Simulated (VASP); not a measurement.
# Fe in VASP: work function with PBE

Aim: the work function of Fe with PBE.

All numbers are computed with VASP 6.6.1; they aren't measurements. Logs are shortened: lines on timing, memory, paths and dates and some standing lists are left out, and cuts for length are marked.

## Step 1: The cell of the first run

The cell holds a slab with vacuum, 8 atoms: a = 2.878 Å, b = 2.878 Å, c = 25.073 Å, α = 90.00°, β = 90.00°, γ = 90.00°.

The slab is cut from a database's or a generator's crystal, which needn't be the stable form of the element.

## Step 2: Work function, PBE, collinear spin, ferromagnetic start (the (1 0 0) slab of Fe, cut from the database cell, not relaxed)

Input file INCAR:

```
ALGO = Normal
DIPOL = 0.5 0.5 0.500
EDIFF = 1E-7
ENCUT = 520
GGA = PE
IDIPOL = 3
ISIF = 2
ISMEAR = 0
ISPIN = 2
LASPH = True
LCHARG = True
LDIPOL = True
LELF = True
LMAXMIX = 4
LORBIT = 11
LREAL = False
LVACPOTAV = True
LVHAR = True
LWAVE = False
MAGMOM = 3 3 3 3 3 3 3 3
NELM = 120
PREC = Accurate
SIGMA = 0.05
```

Input file KPOINTS:

```
k-points
0
Gamma
  9 9 1
```

Input file POSCAR:

```
Fe
1.0
    2.8780000000      0.0000000000      0.0000000000
    0.0000000000      2.8780000000      0.0000000000
    0.0000000000      0.0000000000     25.0730000000
Fe
8
Direct
    0.5000000000      0.5000000000      0.2991265505
    0.0000000000      0.0000000000      0.3565189646
    0.5000000000      0.5000000000      0.4139113788
    0.0000000000      0.0000000000      0.4713037929
    0.5000000000      0.5000000000      0.5286962071
    0.0000000000      0.0000000000      0.5860886212
    0.5000000000      0.5000000000      0.6434810354
    0.0000000000      0.0000000000      0.7008734495
```

Potentials or basis: VASP PAW PBE potentials, release 64 (Fe).

Run with:

```
$ cat potpaw_PBE.64/Fe/POTCAR > POTCAR
$ mpirun -np 1 vasp_std > vasp.out
```

OUTCAR:

```text
EDIFF = 1E-7
   ENCUT = 520
   GGA = PE
   ISIF = 2
   ISMEAR = 0
   ISPIN = 2
   LASPH = True
   LORBIT = 11
   LREAL = False
   NELM = 120
   PREC = Accurate

 ion  position               nearest neighbor table
   1  0.500  0.500  0.299-   2 2.49   2 2.49   2 2.49   2 2.49   3 2.88
   2  0.000  0.000  0.357-   1 2.49   1 2.49   1 2.49   1 2.49   3 2.49   3 2.49   3 2.49   3 2.49
                             4 2.88
   3  0.500  0.500  0.414-   4 2.49   4 2.49   4 2.49   4 2.49   2 2.49   2 2.49   2 2.49   2 2.49
                             5 2.88   1 2.88
   4  0.000  0.000  0.471-   3 2.49   3 2.49   3 2.49   3 2.49   5 2.49   5 2.49   5 2.49   5 2.49
                             6 2.88   2 2.88
   5  0.500  0.500  0.529-   6 2.49   6 2.49   6 2.49   6 2.49   4 2.49   4 2.49   4 2.49   4 2.49
                             3 2.88   7 2.88
   6  0.000  0.000  0.586-   5 2.49   5 2.49   5 2.49   5 2.49   7 2.49   7 2.49   7 2.49   7 2.49
                             4 2.88   8 2.88
   7  0.500  0.500  0.643-   8 2.49   8 2.49   8 2.49   8 2.49   6 2.49   6 2.49   6 2.49   6 2.49
                             5 2.88
   8  0.000  0.000  0.701-   7 2.49   7 2.49   7 2.49   7 2.49   6 2.88

  LATTYP: Found a simple tetragonal cell.
 ALAT       =     2.8780000000
 C/A-ratio  =     8.7119527450

  Lattice vectors:

 A1 = (   2.8780000000,   0.0000000000,   0.0000000000)
 A2 = (   0.0000000000,   2.8780000000,   0.0000000000)
 A3 = (   0.0000000000,   0.0000000000,  25.0730000000)

Analysis of symmetry for initial positions (statically):
=====================================================================
 Subroutine PRICEL returns:
 Original cell was already a primitive cell.

 Routine SETGRP: Setting up the symmetry group for a
 simple tetragonal supercell.

 Subroutine GETGRP returns: Found 16 space group operations
 (whereof  8 operations were pure point group operations)
 out of a pool of 16 trial point group operations.

The static configuration has the point symmetry C_4v.
 The point group associated with its full space group is D_4h.

Analysis of symmetry for dynamics (positions and initial velocities):
=====================================================================
 Subroutine PRICEL returns:
 Original cell was already a primitive cell.

 Routine SETGRP: Setting up the symmetry group for a
 simple tetragonal supercell.

 Subroutine GETGRP returns: Found 16 space group operations
 (whereof  8 operations were pure point group operations)
 out of a pool of 16 trial point group operations.

The dynamic configuration has the point symmetry C_4v.
 The point group associated with its full space group is D_4h.

Analysis of structural, dynamic, and magnetic symmetry:
=====================================================================
 Subroutine PRICEL returns:
 Original cell was already a primitive cell.

 Routine SETGRP: Setting up the symmetry group for a
 simple tetragonal supercell.

 Subroutine GETGRP returns: Found 16 space group operations
 (whereof  8 operations were pure point group operations)
 out of a pool of 16 trial point group operations.

The overall configuration has the point symmetry C_4v.
 The point group associated with its full space group is D_4h.

 Subroutine INISYM returns: Found 16 space group operations
 (whereof  8 operations are pure point group operations),
 and found     1 'primitive' translations

----------------------------------------------------------------------------------------

                                     Primitive cell

  volume of cell :     207.6768

  direct lattice vectors                    reciprocal lattice vectors
     2.878000000  0.000000000  0.000000000     0.347463516  0.000000000  0.000000000
     0.000000000  2.878000000  0.000000000     0.000000000  0.347463516  0.000000000
     0.000000000  0.000000000 25.073000000     0.000000000  0.000000000  0.039883540

  length of vectors
     2.878000000  2.878000000 25.073000000     0.347463516  0.347463516  0.039883540

  position of ions in fractional coordinates (direct lattice)
     0.500000000  0.500000000  0.299126550
     0.000000000  0.000000000  0.356518965
     0.500000000  0.500000000  0.413911379
[... 70 lines left out ...]
   ISTART =      0    job   : 0-new  1-cont  2-samecut
   ICHARG =      2    charge: 1-file 2-atom 10-const
   ISPIN  =      2    spin polarized calculation?
   LNONCOLLINEAR =      F non collinear calculations
   LSORBIT =      F    spin-orbit coupling
   LASPH  =      T    aspherical Exc in radial PAW
   ENCUT  =  520.0 eV  38.22 Ry    6.18 a.u.   5.35  5.35 46.62*2*pi/ulx,y,z
   NELM   =    120;   NELMIN=  2; NELMDL= -5     # of ELM steps
   EDIFF  = 0.1E-06   stopping-criterion for ELM
   LREAL  =      F    real-space projection
   EDIFFG = 0.1E-05   stopping-criterion for IOM
   NSW    =      0    number of steps for IOM
   IBRION =     -1    ionic relax: 0-MD 1-quasi-New 2-CG
   NFREE  =      0    steps in history (QN), initial steepest desc. (CG)
   ISIF   =      2    stress and relaxation
   ISYM   =      2    0-nonsym 1-usesym 2-fastsym
   POTIM  = 0.5000    time-step for ionic-motion
   TEBEG  =    0.0;   TEEND  =   0.0 temperature during run
   PSTRESS=    0.0 pullay stress
   NELECT =      64.0000    total number of electrons
   NUPDOWN=      -1.0000    fix difference up-down
   EMIN   =  10.00;   EMAX   =-10.00  energy-range for DOS
   EFERMI =   0.00;   METHOD = LEGACY
   ISMEAR =     0;   SIGMA  =   0.05  broadening in eV -4-tet -1-fermi 0-gaus
   EFERMI_NEDOS =   21; number of points for ismear=-14 and -15
   IALGO  =     38    algorithm
   IMIX   =      4    mixing-type and parameters
     AMIX     =   0.40;   BMIX     =  1.00
     AMIX_MAG =   1.60;   BMIX_MAG =  1.00
  volume/ion in A,a.u.               =      25.96       175.18
  Fermi-wavevector in a.u.,A,eV,Ry     =   1.105789  2.089638 16.636781  1.222769
  Thomas-Fermi vector in A             =   2.242281
   LORBIT       =     11    0 simple, 1 ext, 2 COOP (PROOUT), +10 PAW based schemes
   GGA     = PE    functional components
   LHFCALC =     F    Hartree Fock is set to
   AEXX    =    0.0000 exact exchange contribution
   IVDW    =     0    specifies the selected vdW correction
   LEPSILON=     F    determine dielectric tensor
   LRPA    =     F    only Hartree local field effects (RPA)
 spin polarized calculation
 Gauss-broadening in eV      SIGMA  =   0.05
  energy-cutoff  :      520.00
  volume of cell :      207.68
 maximum number of plane-waves:      5647
 NGX is ok and might be reduce to    24

 dipolmoment           0.000000      0.000000      0.000000 electrons x Angstroem

 number of electron      63.9999960 magnetization      20.8540509

 dipolmoment           0.000000      0.000000     -0.000000 electrons x Angstroem

 Free energy of the ion-electron system (eV)
  ---------------------------------------------------
  ext. energy  EPLUGINS =         0.00000000
  ---------------------------------------------------
  free energy    TOTEN  =       -63.27910056 eV

  energy without entropy =      -63.27076669  energy(sigma->0) =      -63.27493363

 E-fermi :   0.5296     XC(G=0):  -6.7777

 val. band max:        0.5109986742   @ k =   0.2222   0.0000   0.0000
 cond. band min:       0.5332941294   @ k =   0.2222   0.0000   0.0000
 fundamental gap:      0.0222954552
 Fermi energy:         0.5296455338

 spin component 1

 k-point     1 :       0.0000    0.0000    0.0000
  band No.  band energies     occupation
      1      -7.3854      1.00000
      2      -6.7650      1.00000
      3      -5.6929      1.00000
      4      -4.5236      1.00000
      5      -3.9943      1.00000
      6      -3.9720      1.00000
[... 694 lines left out ...]
     43       2.5182      0.00000
     44       3.2954      0.00000
 Fermi energy:         0.5296455338

 spin component 2

 k-point     1 :       0.0000    0.0000    0.0000
  band No.  band energies     occupation
      1      -7.1916      1.00000
      2      -6.5234      1.00000
      3      -5.3898      1.00000
      4      -4.0256      1.00000
      5      -2.7602      1.00000
      6      -2.0527      1.00000
[... 694 lines left out ...]
     43       4.0916      0.00000
     44       4.6179      0.00000
 [bands above 44 left out]

------------------------ aborting loop because EDIFF is reached ----------------------------------------

  FORCE on cell =-STRESS in cart. coord.  units (eV):
  Direction    XX          YY          ZZ          XY          YZ          ZX
  --------------------------------------------------------------------------------------
  -------------------------------------------------------------------------------------
  Total       -5.1602328     -5.1602328     -2.9989948      0.0000000      0.0000000      0.0000000
  in kB      -39.8099836    -39.8099836    -23.1365405      0.0000000      0.0000000      0.0000000
  external PRESSURE =     -34.2521692 kB  Pullay stress =       0.0000000 kB

 VOLUME and BASIS-vectors are now :
 -----------------------------------------------------------------------------
  energy-cutoff  :      520.00
  volume of cell :      207.68
      direct lattice vectors                 reciprocal lattice vectors
     2.878000000  0.000000000  0.000000000     0.347463516  0.000000000  0.000000000
     0.000000000  2.878000000  0.000000000     0.000000000  0.347463516  0.000000000
     0.000000000  0.000000000 25.073000000     0.000000000  0.000000000  0.039883540

 POSITION                                       TOTAL-FORCE (eV/Angst)
 -----------------------------------------------------------------------------------
      1.43900      1.43900      7.50000         0.000000      0.000000      0.479302
      0.00000      0.00000      8.93900        -0.000000     -0.000000     -0.355841
      1.43900      1.43900     10.37800        -0.000000     -0.000000      0.141493
      0.00000      0.00000     11.81700         0.000000     -0.000000      0.083938
      1.43900      1.43900     13.25600        -0.000000      0.000000     -0.083938
      0.00000      0.00000     14.69500         0.000000      0.000000     -0.141493
      1.43900      1.43900     16.13400         0.000000     -0.000000      0.355841
      0.00000      0.00000     17.57300        -0.000000     -0.000000     -0.479302
 -----------------------------------------------------------------------------------
    total drift:                                0.000000      0.000000      0.000000

  FREE ENERGIE OF THE ION-ELECTRON SYSTEM (eV)
  ---------------------------------------------------
  free  energy   TOTEN  =       -63.2791005643 eV

  energy  without entropy=      -63.2707666914  energy(sigma->0) =      -63.27493363

 vacuum level on the upper side and lower side of the slab         4.384         4.384

 total charge

# of ion       s       p       d       tot
------------------------------------------
    1        0.443   0.313   6.110   6.866
    2        0.466   0.489   6.223   7.178
    3        0.469   0.501   6.201   7.171
    4        0.468   0.502   6.204   7.174
    5        0.468   0.502   6.204   7.174
    6        0.469   0.501   6.201   7.171
    7        0.466   0.489   6.223   7.178
    8        0.443   0.313   6.110   6.866
--------------------------------------------------
tot          3.692   3.610  49.475  56.778

 magnetization (x)

# of ion       s       p       d       tot
------------------------------------------
    1        0.010   0.002   3.005   3.017
    2       -0.015  -0.050   2.515   2.450
    3       -0.010  -0.054   2.524   2.460
    4       -0.013  -0.058   2.444   2.373
    5       -0.013  -0.058   2.444   2.373
    6       -0.010  -0.054   2.524   2.460
    7       -0.015  -0.050   2.515   2.450
    8        0.010   0.002   3.005   3.017
--------------------------------------------------
tot         -0.054  -0.321  20.977  20.602
```

Run time: 11 min. Hardware: 1 thread of Intel Xeon Platinum 8488C (Sapphire Rapids), shared host; peak memory 0.51 GiB.

What came out:

```
Free energy                                           : -63.2791 eV
Largest force                                         : 0.479 eV/Å
Band gap on the k mesh                                : none (metal or under the smearing width)
Net moment                                            : 20.85 μB per cell
Site moments                                          : Fe +3.02, +2.45, +2.46, +2.37 μB
Valence electrons inside the program's atomic spheres : Fe 6.87, 7.18, 7.17
Work function of the upper face                       : 3.85 eV
Work function of the lower face                       : 3.85 eV
```

Forces in eV/Å, atoms in the order of the input:
```
Fe   0.000  0.000  0.479
Fe   0.000  0.000 -0.356
Fe   0.000  0.000  0.141
Fe   0.000  0.000  0.084
Fe   0.000  0.000 -0.084
Fe   0.000  0.000 -0.141
Fe   0.000  0.000  0.356
Fe   0.000  0.000 -0.479
```
